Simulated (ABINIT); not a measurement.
## BP (F-43m): Bethe-Salpeter spectra with ABINIT

Wanted: excitons and ε₂ of BP (F-43m), with cost.

Method: PBE and many-body steps on it, plane waves, in ABINIT 10.8.3.

This is a report of a sequence of runs, with most program output left out.

## 1. Starting point

The structure is cubic, space group F-43m (No. 216). The conventional cell has a = 4.538 Å, b = 4.538 Å, c = 4.538 Å, α = 90.00°, β = 90.00°, γ = 90.00°. B has 4 P at 1.97 Å nearest. Nearest to P lie 4 B at 1.97 Å. Farther neighbours are not listed.

Structure file:

```cif
data_structure
_symmetry_space_group_name_H-M 'P 1'
_symmetry_Int_Tables_number 1
_cell_length_a 3.2089
_cell_length_b 3.2089
_cell_length_c 3.2089
_cell_angle_alpha 60.000
_cell_angle_beta 60.000
_cell_angle_gamma 60.000
_cell_volume 23.36
loop_
_atom_site_label
_atom_site_type_symbol
_atom_site_fract_x
_atom_site_fract_y
_atom_site_fract_z
_atom_site_occupancy
B1 B 0.00000 0.00000 0.00000 1
P2 P 0.25000 0.25000 0.25000 1
```

The cell and positions come from the Crystallography Open Database and are kept as given unless a step says otherwise.

## 2. Empty states on the mesh, 6×6×6 mesh, 140 bands

This step: ABINIT 10.8.3; DFT, PBE, plane waves, norm-conserving pseudopotentials.

The sums over transitions need many empty states on a uniform mesh; this step solves for them.

run.abi

```
acell 3*1.0 Angstrom
rprim 
  0.000000000000 2.269000000000 2.269000000000
  2.269000000000 0.000000000000 2.269000000000
  2.269000000000 2.269000000000 0.000000000000
ntypat 2
znucl 5 15
natom 2
typat 1 2
xred 
  0.000000000000 0.000000000000 0.000000000000
  0.250000000000 0.250000000000 0.250000000000
pp_dirpath "pseudos"
pseudos "B.upf, P.upf"
ecut 34
ngkpt 6 6 6
nshiftk 1
shiftk 0 0 0
kptopt 1
chksymbreak 0
irdden 1
istwfk *1
nband 140
prtvol 0
optdriver 6
gwr_task "HDIAGO"
paral_kgb 0
occopt 1
indata_prefix "in"
outdata_prefix "out"
tmpdata_prefix "tmp"
```

On the command line:

```sh
OMP_NUM_THREADS=1 mpirun -n 4 abinit run.abi > log
```

It took 11 s on 4 MPI ranks of Intel Xeon Platinum 8488C (Sapphire Rapids), shared host; peak memory 0.76 GiB.

Numbers from this step:

```
gap                                                           : 1.347 eV
k of the valence top                                          : 0, 0, 0
k of the conduction bottom                                    : 0.5, 0.5, 0
least direct gap                                              : 3.407 eV
k points computed                                             : 16
lowest point of the top converged band, above the valence top : 159.3454 eV
```

On this mesh the gap is 1.347 eV.

The density comes from a self-consistent run that is not shown.

## 3. Screening, 6×6×6 mesh, 132 bands, screening to 239.5 eV

The RPA dielectric matrix is built and inverted for each q.

This step: RPA screening on PBE, plane waves, norm-conserving pseudopotentials.

Changes to run.abi since step 2:

```diff
@@ -20,10 +20,11 @@
 chksymbreak 0
-irdden 1
 istwfk *1
-nband 140
-prtvol 0
-optdriver 6
-gwr_task "HDIAGO"
-paral_kgb 0
 occopt 1
+irdwfk 1
+optdriver 3
+nband 132
+ecuteps 8.8
+inclvkb 2
+awtr 1
+symchi 1
 indata_prefix "in"
```

Wall time 66 s (4 MPI ranks); peak memory 0.92 GiB; 4.4 min of CPU time.

Numbers from this step:

```yaml
eps_infinity_with_local_fields_on_this_mesh_along_the_program_s_q_direction: 9.738
the_same_without_local_fields: 10.65
plasma_frequency: 21.73 eV
plane_waves_in_the_screening_matrix: 181
```

Local fields lower ε∞ by 9 %.

## 4. Self-energy, 6×6×6 mesh, 132 bands, screening to 239.5 eV

The self-energy is evaluated for the states that the input lists, and the levels follow from it, in one-shot runs by the linearised quasiparticle equation.

This step: G0W0 on PBE, plane waves, norm-conserving pseudopotentials.

Changes to run.abi since step 3:

```diff
@@ -23,8 +23,17 @@
 irdwfk 1
-optdriver 3
+optdriver 4
 nband 132
+gwcalctyp 0
+ecutsigx 34
+symsigma 1
+nkptgw 2
+kptgw 
+  0.0000000000 0.0000000000 0.0000000000
+  0.5000000000 0.5000000000 0.0000000000
+bdgw 
+  2 7
+  3 6
 ecuteps 8.8
-inclvkb 2
-awtr 1
-symchi 1
+irdscr 1
+ppmodel 1
 indata_prefix "in"
```

The job ended after 15 s (4 MPI ranks; peak memory 0.95 GiB; 58 s of CPU time).

This step gave:

| Quantity | Value |
| --- | --- |
| G0W0 gap on the points computed | 2.063 eV |
| starting gap on the mesh | 1.347 eV |
| k of the valence top | 0, 0, 0 |
| k of the conduction bottom | 0.5, 0.5, 0 |
| least direct G0W0 gap on the computed points | 4.280 eV |

The gap on the mesh goes from 1.35 eV to 2.06 eV, a correction of +0.72 eV.

The gap opens by 0.716 eV; the next steps shift the empty bands rigidly by 0.716 eV. The least direct G0W0 gap is 4.280 eV, so this shift leaves the direct transitions −0.16 eV off.

## 5. Excitons

Optical absorption needs the electron-hole interaction, solved here in a basis of vertical transitions on the mesh.

This step: Bethe-Salpeter equation on PBE with a scissors shift, plane waves, norm-conserving pseudopotentials.

Changes to run.abi since step 4:

```diff
@@ -23,17 +23,17 @@
 irdwfk 1
-optdriver 4
-nband 132
-gwcalctyp 0
-ecutsigx 34
-symsigma 1
-nkptgw 2
-kptgw 
-  0.0000000000 0.0000000000 0.0000000000
-  0.5000000000 0.5000000000 0.0000000000
-bdgw 
-  2 7
-  3 6
-ecuteps 8.8
+optdriver 99
+bs_calctype 1
+mbpt_sciss 0.716 eV
+bs_loband 2
+nband 7
+bs_exchange_term 1
+bs_coulomb_term 11
+bs_coupling 0
+bs_algorithm 1
+bs_freq_mesh 0 10 0.1 eV
+zcut 0.15 eV
+ecuteps 4
+ecutwfn 17
+inclvkb 2
 irdscr 1
-ppmodel 1
 indata_prefix "in"
```

Elapsed: 42 s, on 4 MPI ranks; peak memory 0.36 GiB; 2.8 min of CPU time.

This step gave:

* direct gap of the transition levels: 4.122 eV
* transitions in the window: 1944
* first strong exciton (over a fiftieth of the strongest listed): 3.874 eV
* lowest state: 3.872 eV
* binding of the lowest state below the direct gap: 0.2510 eV
* Coulomb term of one mesh cell: 0.2448 eV

The binding is 1.0 times the screened Coulomb term of one mesh cell (0.24 eV), so it is not shown settled.

The lowest state lies at 3.872 eV, 0.251 eV under the direct gap.

Lines within 3 meV are set at the lowest of them, and the highest group, which the list may cut short, is left out. Exciton lines, with heights relative to the strongest:

```csv
position (eV),lines merged,"oscillator strength, relative"
3.872,6,55
3.884,2,2.1
3.893,1,0.0
4.637,6,100
```

Mean over the three Cartesian directions of q; broadening 0.15 eV; transition window only. Limits: finite bands, cutoff and mesh; exciton not shown settled in the k mesh. The ε₂ by photon energy; read off at these points:

```csv
photon energy (eV),BSE,no electron-hole interaction,"Kohn-Sham, no shift"
0.00,0,0,0
0.30,0.0257,0.019,0.0283
0.50,0.0435,0.032,0.0477
0.80,0.0716,0.0525,0.079
1.10,0.103,0.0748,0.114
1.40,0.139,0.0999,0.156
1.60,0.167,0.119,0.189
1.90,0.218,0.152,0.251
2.20,0.285,0.193,0.338
2.40,0.343,0.227,0.421
2.70,0.464,0.292,0.629
3.00,0.666,0.387,1.16
3.20,0.903,0.482,2.45
3.50,1.80,0.738,4.73
3.80,7.11,1.52,2.77
3.90,8.63,2.28,3.41
4.10,4.38,5.85,8.00
4.30,4.56,3.39,7.61
4.60,15.6,3.27,10.9
4.90,11.4,9.87,19.1
5.10,23.5,6.61,16.2
5.30,28.7,10.2,26.6
5.40,28.4,14.2,40.5
5.70,38.2,19.1,49.5
5.80,49.2,16.4,48.0
5.90,45.4,17.4,40.7
6.20,31.6,50.2,13.6
6.50,12.3,48.1,11.4
6.80,9.60,17.2,7.59
7.00,6.89,14.3,4.84
7.30,5.43,9.22,4.27
7.60,3.41,6.67,4.11
7.80,3.17,4.37,4.51
8.10,3.21,3.61,3.29
8.40,2.89,4.81,3.81
8.60,2.61,3.87,5.05
8.90,3.41,3.22,7.08
9.20,5.99,4.55,6.33
9.50,6.42,7.25,4.68
9.70,5.51,7.62,7.48
10.00,4.58,5.71,5.93
```

## 6. Triplet (no exchange term)

Changes to run.abi since step 5:

```diff
@@ -28,3 +28,3 @@
 nband 7
-bs_exchange_term 1
+bs_exchange_term 0
 bs_coulomb_term 11
@@ -32,3 +32,3 @@
 bs_algorithm 1
-bs_freq_mesh 0 10 0.1 eV
+bs_freq_mesh 0 8 0.05 eV
 zcut 0.15 eV
```

The job ended after 45 s (4 MPI ranks; peak memory 0.36 GiB; 3 min of CPU time).

The lowest triplet lies at 3.864 eV; without spin-orbit coupling triplets are dark, so no spectrum is read.

## 7. Beyond Tamm-Dancoff

Changes to run.abi since step 6:

```diff
@@ -28,5 +28,5 @@
 nband 7
-bs_exchange_term 0
+bs_exchange_term 1
 bs_coulomb_term 11
-bs_coupling 0
+bs_coupling 1
 bs_algorithm 1
```

Elapsed: 5.2 min, on 4 MPI ranks; peak memory 0.79 GiB.

This step gave:

| Property | Result |
| --- | --- |
| direct gap of the transition levels | 4.122 eV |
| transitions in the window | 1944 |
| lowest state | 3.87 eV |
| binding of the lowest state below the direct gap | 0.2525 eV |
| Coulomb term of one mesh cell | 0.2448 eV |

The binding is 1.0 times the screened Coulomb term of one mesh cell (0.24 eV), so it is not shown settled.

The lowest state lies at 3.870 eV, 0.252 eV under the direct gap.

Mean over the three Cartesian directions of q; broadening 0.15 eV; transition window only. Limits: finite bands, cutoff and mesh; exciton not shown settled in the k mesh. Table of ε₂ by photon energy; read off at these points:

```csv
photon energy (eV),BSE,no electron-hole interaction,"Kohn-Sham, no shift"
0.00,0,0,0
0.20,0.0166,0.0126,0.0188
0.40,0.0335,0.0255,0.0379
0.60,0.0511,0.0387,0.0578
0.80,0.0696,0.0525,0.079
1.00,0.0895,0.0671,0.102
1.20,0.111,0.0828,0.127
1.40,0.135,0.0999,0.156
1.60,0.163,0.119,0.189
1.80,0.194,0.140,0.228
2.00,0.232,0.164,0.277
2.20,0.277,0.193,0.338
2.40,0.333,0.227,0.422
2.60,0.406,0.268,0.543
2.80,0.505,0.319,0.745
3.00,0.649,0.387,1.16
3.20,0.880,0.482,2.45
3.40,1.33,0.629,5.96
3.60,2.52,0.892,3.21
3.80,6.95,1.52,2.77
3.90,8.43,2.28,3.41
4.00,5.93,3.82,4.96
4.20,3.92,5.06,9.78
4.40,6.06,2.72,6.57
4.60,15.3,3.27,10.9
4.65,16.3,3.81,13.1
4.80,11.4,7.45,16.2
5.00,15.1,7.97,18.6
5.20,26.6,7.29,18.1
5.35,28.8,12.4,33.2
5.40,27.7,14.2,40.5
5.60,25.5,18.8,52.6
5.80,48.1,16.4,48.0
6.00,38.8,24.8,25.0
6.20,30.3,50.2,13.6
6.30,25.4,52.7,14.4
6.40,18.2,50.1,13.6
6.60,8.76,43.0,8.87
6.80,9.07,17.2,7.59
7.00,6.50,14.3,4.84
7.20,4.97,11.8,4.41
7.40,4.34,7.65,3.51
7.60,3.22,6.67,4.11
7.80,3.00,4.37,4.51
```

## 8. RPA with local fields (no direct term)

Changes to run.abi since step 7:

```diff
@@ -29,6 +29,6 @@
 bs_exchange_term 1
-bs_coulomb_term 11
-bs_coupling 1
-bs_algorithm 1
-bs_freq_mesh 0 8 0.05 eV
+bs_coulomb_term 0
+bs_coupling 0
+bs_algorithm 2
+bs_freq_mesh 0 10 0.1 eV
 zcut 0.15 eV
@@ -38,2 +38,4 @@
 irdscr 1
+bs_haydock_niter 300
+bs_haydock_tol -0.02 0
 indata_prefix "in"
```

Elapsed: 3.5 s, on 4 MPI ranks; peak memory 0.34 GiB; 13 s of CPU time.

Numbers from this step:

```
direct gap of the transition levels : 4.122 eV
transitions in the window           : 1944
```

Mean over the three Cartesian directions of q; broadening 0.15 eV; transition window only. Limits: finite bands, cutoff and mesh. Table of ε₂ by photon energy; read off at these points:

```csv
photon energy (eV),BSE,no electron-hole interaction,"Kohn-Sham, no shift"
0.00,0,0,0
0.50,0.029,0.032,0.0477
1.00,0.0606,0.0671,0.102
1.50,0.0983,0.109,0.172
2.00,0.148,0.164,0.277
2.50,0.220,0.246,0.476
3.00,0.344,0.387,1.16
3.50,0.650,0.738,4.73
4.00,3.32,3.82,4.96
4.50,2.36,2.73,7.59
5.00,6.89,7.97,18.6
5.50,12.7,15.8,51.1
5.60,14.3,18.8,52.6
6.00,17.6,24.8,25.0
6.30,43.0,52.7,14.4
6.50,47.4,48.1,11.4
6.60,50.8,43.0,8.87
7.00,14.9,14.3,4.84
7.50,8.65,7.61,3.42
8.00,4.88,4.37,3.41
8.50,5.09,4.63,4.63
9.00,3.07,3.19,7.69
9.50,6.04,7.25,4.68
10.00,7.03,5.71,5.93
```

## 9. Dielectric constant by perturbation theory

ε∞ sets how strongly the crystal screens. Perturbation theory gives it with local fields and without a sum over empty bands.

This step: DFT, PBE, linear response to an electric field, plane waves, norm-conserving pseudopotentials.

run.abi

```
acell 3*1.0 Angstrom
rprim 
  0.000000000000 2.269000000000 2.269000000000
  2.269000000000 0.000000000000 2.269000000000
  2.269000000000 2.269000000000 0.000000000000
ntypat 2
znucl 5 15
natom 2
typat 1 2
xred 
  0.000000000000 0.000000000000 0.000000000000
  0.250000000000 0.250000000000 0.250000000000
pp_dirpath "pseudos"
pseudos "B.upf, P.upf"
ecut 34
ngkpt 8 8 8
nshiftk 1
shiftk 0.5 0.5 0.5
chksymbreak 0
ndtset 3
nband 4
occopt 1
istwfk *1
nstep 60
tolwfr1 1e-18
iscf2 -3
rfelfd2 2
kptopt2 2
getwfk2 1
tolwfr2 1e-18
rfelfd3 3
kptopt3 2
getwfk3 1
getddk3 2
tolvrs3 1e-08
rfdir 1 1 1
nqpt2 1
nqpt3 1
qpt 0 0 0
prtwf3 0
prtden 0
optforces1 0
optstress1 0
kptopt1 1
indata_prefix "in"
outdata_prefix "out"
tmpdata_prefix "tmp"
```

It took 37 s on 4 MPI ranks; peak memory 0.39 GiB.

The field response gives a mean ε∞ of 9.22, which the model screening below takes as its input.

## 10. Model screening

This step: Bethe-Salpeter equation on PBE with a scissors shift, plane waves, norm-conserving pseudopotentials.

run.abi

```
acell 3*1.0 Angstrom
rprim 
  0.000000000000 2.269000000000 2.269000000000
  2.269000000000 0.000000000000 2.269000000000
  2.269000000000 2.269000000000 0.000000000000
ntypat 2
znucl 5 15
natom 2
typat 1 2
xred 
  0.000000000000 0.000000000000 0.000000000000
  0.250000000000 0.250000000000 0.250000000000
pp_dirpath "pseudos"
pseudos "B.upf, P.upf"
ecut 34
ngkpt 6 6 6
nshiftk 1
shiftk 0 0 0
kptopt 1
chksymbreak 0
istwfk *1
occopt 1
irdwfk 1
optdriver 99
bs_calctype 1
mbpt_sciss 0.716 eV
bs_loband 2
nband 7
bs_exchange_term 1
bs_coulomb_term 21
bs_coupling 0
bs_algorithm 2
bs_freq_mesh 0 10 0.1 eV
zcut 0.15 eV
ecuteps 4
ecutwfn 17
inclvkb 2
mdf_epsinf 9.22
irdden 1
bs_haydock_niter 300
bs_haydock_tol -0.02 0
indata_prefix "in"
outdata_prefix "out"
tmpdata_prefix "tmp"
```

It took 21 s on 4 MPI ranks; peak memory 0.32 GiB; 81 s of CPU time.

Numbers from this step:

```
direct gap of the transition levels : 4.122 eV
transitions in the window           : 1944
Coulomb term of one mesh cell       : 0.2586 eV
```

## 11. Empty states on the mesh, 8×8×8 mesh, 18 bands

This step: DFT, PBE, plane waves, norm-conserving pseudopotentials.

run.abi

```
acell 3*1.0 Angstrom
rprim 
  0.000000000000 2.269000000000 2.269000000000
  2.269000000000 0.000000000000 2.269000000000
  2.269000000000 2.269000000000 0.000000000000
ntypat 2
znucl 5 15
natom 2
typat 1 2
xred 
  0.000000000000 0.000000000000 0.000000000000
  0.250000000000 0.250000000000 0.250000000000
pp_dirpath "pseudos"
pseudos "B.upf, P.upf"
ecut 34
ngkpt 8 8 8
nshiftk 1
shiftk 0.11 0.21 0.31
kptopt 3
chksymbreak 0
iscf -2
irdden 1
istwfk *1
nband 18
nbdbuf 4
tolwfr 1e-09
nstep 60
prtvol 0
indata_prefix "in"
outdata_prefix "out"
tmpdata_prefix "tmp"
```

Run time: 42 s. Hardware: 4 MPI ranks; peak memory 0.48 GiB; 2.7 min of CPU time.

This step gave:

| Quantity | Value |
| --- | --- |
| gap | 1.296 eV |
| k of the valence top | 0.0138, 0.0263, 0.0388 |
| k of the conduction bottom | 0.0138, 0.4013, 0.4138 |
| least direct gap | 3.419 eV |
| k points computed | 512 |
| lowest point of the top converged band, above the valence top | 15.93 eV |

On this mesh the gap is 1.296 eV.

## 12. Denser, shifted k mesh (8×8×8)

This step: Bethe-Salpeter equation on PBE with a scissors shift, plane waves, norm-conserving pseudopotentials.

Changes to run.abi since step 11:

```diff
@@ -20,10 +20,23 @@
 chksymbreak 0
-iscf -2
+istwfk *1
+occopt 1
+irdwfk 1
+optdriver 99
+bs_calctype 1
+mbpt_sciss 0.716 eV
+bs_loband 2
+nband 7
+bs_exchange_term 1
+bs_coulomb_term 21
+bs_coupling 0
+bs_algorithm 2
+bs_freq_mesh 0 10 0.1 eV
+zcut 0.15 eV
+ecuteps 3
+ecutwfn 17
+inclvkb 2
+mdf_epsinf 9.22
 irdden 1
-istwfk *1
-nband 18
-nbdbuf 4
-tolwfr 1e-09
-nstep 60
-prtvol 0
+bs_haydock_niter 300
+bs_haydock_tol -0.02 0
 indata_prefix "in"
```

Run time: 1.7 min. Hardware: 4 MPI ranks; peak memory 1.1 GiB.

This step gave:

- direct gap of the transition levels: 4.134 eV
- transitions in the window: 4608
- Coulomb term of one mesh cell: 0.1940 eV

[end of part 1 of 2]

[Paths, hosts, dates, memory and timing lines, banners, echoed tables and standing remarks are left out of the program output.]

[Logs are printed without paths, hosts, clocks, repeated set-up lines and the standing remarks that a program may print on its own settings, such as how far it seeks lower states.]

[Runs of the session that timed out or met a known fault of the program may be left out.]

[Hosts, paths, dates, database ids (printed as entryN), source tags and the programs' standing remarks are cut or masked in the printed files.]

[G0W0 gaps are taken among the corrected bands and points alone; a level outside them can change the order at an edge.]

[Where Ansatz stands beside ABINIT at settings called matched, ABINIT's density can come from a denser mesh and the files from another edition; pairs whose starting gaps differed by over 0.03 eV were left out, so agreement reads better than it is.]
